## Estimating band counts and orbital shares in La₂O₃ by hand

A full band built from one atomic shell holds n = 2 × (atoms) × (2l + 1) electrons. The cell of La₂O₃ has three O and two La, so O 2s, La 5p and O 2p give 6, 12 and 18. These are exactly the states in the three wide windows of the PBE table. The other two windows are slices at the edges of the gap, and energies are measured from mid-gap. A share is the fraction of a window's states that Löwdin projection assigns to one atomic shell.

La₂O₃ (P-3m1, 5-atom cell, not relaxed) in Ansatz 0.2.0: scalar-relativistic PBE without spin polarisation, plane-wave PAW, cutoff 420 eV, 9×9×4 k mesh, Gaussian smearing 0.05 eV. The Fermi level is set at mid-gap, and states are counted in electrons. Orbital shares are from Löwdin projection; the share of the cell filled is a participation ratio.

| bottom of the window, from the Fermi level (eV) | top of the window (eV) | states in the window (per cell) | share of the cell that they fill | share of La 5d | share of La 5p | share of O 2p | share of La 4f | share of O 2s |
| --- | --- | --- | --- | --- | --- | --- | --- | --- |
| -19.39 | -17.13 | 6.00 | 0.16 | 0.09 | 0.21 | 0.00 | 0.00 | 0.63 |
| -15.82 | -13.27 | 12.00 | 0.29 | 0.01 | 0.84 | 0.04 | 0.00 | 0.11 |
| -4.89 | -1.90 | 18.00 | 0.16 | 0.14 | 0.03 | 0.78 | 0.03 | 0.00 |
| -2.53 | -1.92 | 5.46 | 0.11 | 0.04 | 0.03 | 0.87 | 0.05 | 0.00 |
| 1.92 | 2.53 | 1.92 | 0.31 | 0.48 | 0.00 | 0.08 | 0.42 | 0.00 |

### Filled shells swap equal amounts

When two orbitals mix, the lower state gains as much of the upper orbital as the upper state gains of the lower one. Theory therefore says that n × share is the same in both bands, exactly for two shells and roughly when others take part. The O 2s band holds 6 × 0.21 electrons of La 5p character, and the 5p band holds 12 × 0.11 of O 2s character. The two agree within the rounding of the shares, so one share yields the other.

The size follows from two levels coupled by V, whose final separation is S = √(Δ² + 4V²), with Δ the separation before mixing. The minority weight is

w = ½[1 − √(1 − 4V²/S²)] ≈ V²/S² for S ≫ V.

The rule gives each orbital of the smaller shell one partner, so w is the foreign share in the band with fewer states. S is taken between window midpoints, and V = 1.5 eV serves for both pairs of filled shells. In this model the trend comes from S: a cation core level near O 2s mixes strongly, and the mixing falls roughly as 1/S² as the levels part. Midpoints are not centres of gravity, so V is a working constant of electronvolt size and not a matrix element.

### A fixed part falls on the other La orbitals

In both full oxygen bands, one fifth of the weight that is not 5p lies outside the oxygen shell, mainly on La 5d, with some 6s in both bands and some 4f in the 2p band. The table gives 0.203 for O 2s and 0.196 for O 2p. The rule sets the O share to 0.8 × (1 − 5p share), the 5d share to one sixth of the O share, and 4f to zero. In the La 5p band the O 2s and O 2p shares come from the two swaps, 5d is again one sixth of their sum, and 5p is the rest.

This constancy is not what level mixing with a single coupling gives. With equal coupling, 1/S² puts the ratio of 5d in the 2s band to 5d in the 2p band between 0.07 and 0.26, for a 5d level from the conduction edge to 10 eV above it. The table has 0.64. One possible cause is that projection on diffuse La orbitals collects tails of the oxygen density in both bands; another is a stronger s–d coupling, which tight binding leads one to expect, since an s orbital meets the d shell through σ alone while a p orbital averages σ with the weaker π. Neither is tested here, so the 5d share alone is no safe gauge of covalency, and it gives no oxidation state.

### Two rows worked

O 2s band (from −19.39 eV), S = 3.71 eV:
- 4V²/S² = 9/13.8 = 0.652, and √0.348 = 0.590, so La 5p = 0.205 (table 0.21).
- O 2s = 0.8 × 0.795 = 0.636 (table 0.63).
- La 5d = 0.636/6 = 0.106 (table 0.09).

O 2p band (from −4.89 eV), S = 11.15 eV, where 5p is the smaller shell:
- w = 2.25/124 = 0.018, and the equal swap gives La 5p = 0.018 × 12/18 = 0.012 (table 0.03).
- O 2p = 0.8 × 0.988 = 0.79 (table 0.78).
- La 5d = 0.79/6 = 0.13 (table 0.14).

### Accuracy

Both rows helped to fix the constants: V was fitted to the four swapped shares, the fraction of one fifth read from the two O bands, and that of one sixth fitted to the three full bands; S also comes from the windows of this table. Over the eleven non-zero shares of these bands the rms error is 0.016 in share and the worst 0.03, the neglected 4f. Purely ionic shares miss by up to 0.37. Three constants for eleven entries make a compact summary of one calculation, not an independent test; the output below lists each error.

The weak point is the single V, which gives about half of the small 5p–2p mixing. Taken pair by pair, V is 1.51 eV for 2s–5p and 2.18 eV for 5p–2p, so the table falls more slowly than 1/S² and does not confirm that law. The swap is also looser for this pair, 0.44 against 0.54 electrons with unrounded shares. The large 2s–5p mixing is sensitive in turn, since a change of 0.1 eV in V moves w by about 0.04. Spin-orbit coupling is absent from the calculation, and it splits La 5p by some 2 to 3 eV (a recalled size), more than the 1.31 eV between these two windows. Real 2s–5p shares may therefore differ from both rule and table.

### Where the rule ends: the band edges

The rule describes averages over whole bands, and the edges are not average. The window from −2.53 eV is the top of the O 2p band, where 5d falls to 0.04 against the 0.13 of the rule and O 2p rises to 0.87. This fits a simple bonding picture: states that bond with the cation sink to the bottom of the band, and nearly non-bonding oxygen states remain on top. A flat density of states gives 3.7 states where the table has about 5.5, and the coarse mesh makes the decimals of both slice counts unreliable.

The slice is also uneven in space. The same calculation puts about half of its density on the one unique oxygen, six-coordinate in this structure type, while the whole band is shared almost equally among the three. The share of the cell filled is a participation ratio, so it should scale as 1/Σp², with p the weight on each oxygen. Scaling the band's unrounded 0.1645 gives 0.116 against 0.1053, the right direction but about a tenth too high. The scaling assumes one orbital shape, and it overshoots for the O 2s band.

At the conduction edge, dividing the La weight 5:7 by orbital count gives more 4f than 5d, whereas the table has 0.48 for 5d and 0.42 for 4f. These are window averages, which identify neither d–f hybridisation nor the lowest state. The oxygen part depends on the partition, being 0.08 by 2p projection and 0.30 by real-space cells.

The valence edge is mostly O 2p by rule and table alike. The conduction edge is La-derived, and there the hand estimate fails on the d/f balance. PBE is weakest there too, since it is known to place empty 4f levels too low and to underestimate gaps, here 3.87 eV.

Output of the analysis:

```
rounding of shares and spread: +-0.005
counted states O 2s, La 5p, O 2p: 6 12 18 | table: 6.0 12.0 18.0 | left of 40 electrons: 4
sum of listed shares by row: 0.93 1.0 0.98 0.99 0.98
swap 2s/5p: 1.26 vs 1.32 electrons, difference 0.06, rounding +-0.09
swap 5p/2p: 0.48 vs 0.54 electrons, difference 0.06, rounding +-0.15
electrons in full bands 5d, 5p, O 2p, 4f, O 2s: 3.18 11.88 14.52 0.54 5.1
midpoints -18.26 -14.54 -3.39 eV; S(2s-5p) 3.71, S(5p-2p) 11.15 eV; 2s-5p window gap 1.31 eV
V fitted 1.52 eV; pair by pair 2s/5p 1.51, 5p/2p 2.18 eV
c = 1 - O/(1 - 5p), four filled rows: 0.203 0.063 0.196 0.103
5d/O, four filled rows: 0.143 0.067 0.179 0.046 | k fitted on full bands 0.163
hand values V 1.5 eV, c 0.2, k 0.167: w(2s/5p) 0.205, w(5p/2p) 0.018
w(2s/5p) at V 1.4 and 1.6 eV: 0.171 0.246
order of shares: La 5d, La 5p, O 2p, La 4f, O 2s (last row: slice, not fitted)
row -19.39 rule   0.106  0.205  0.000  0.000  0.636
row -19.39 error +0.016 -0.005 +0.000 +0.000 +0.006
row -15.82 rule   0.020  0.859  0.018  0.000  0.103
row -15.82 error +0.010 +0.019 -0.022 +0.000 -0.007
row -4.89 rule   0.132  0.012  0.790  0.000  0.000
row -4.89 error -0.008 -0.018 +0.010 -0.030 +0.000
row -2.53 rule   0.132  0.012  0.790  0.000  0.000
row -2.53 error +0.092 -0.018 -0.080 -0.050 +0.000
full bands, 11 non-zero cells: rule rms 0.016, worst 0.030
purely ionic shares: rms 0.165, worst 0.37
edges -1.93, 1.93 eV; gap 3.87 eV
5d share 2s band / 2p band: table 0.64
5d 0 eV above edge: S 20.2, 5.3 eV; 1/S^2 ratio 0.07; V needed 5.8, 1.8 eV
5d 10 eV above edge: S 30.2, 15.3 eV; 1/S^2 ratio 0.26; V needed 8.6, 5.3 eV
valence slice, flat density of states: n 3.7 vs 5.5, ratio 1.5
spread row -2.53: sum p^2 0.333 (2p band 0.235), scaled 0.113 vs 0.11
spread row -19.39: sum p^2 0.200 (2p band 0.235), scaled 0.188 vs 0.16
conduction slice, 5:7 split of 0.90: 5d 0.38 vs 0.48, 4f 0.52 vs 0.42
O 2p deficit 3.48 electrons over 52 La 5d, 4f, 6s states: 0.067 vs 0.08
O part of that slice by real-space cells: 0.30
```
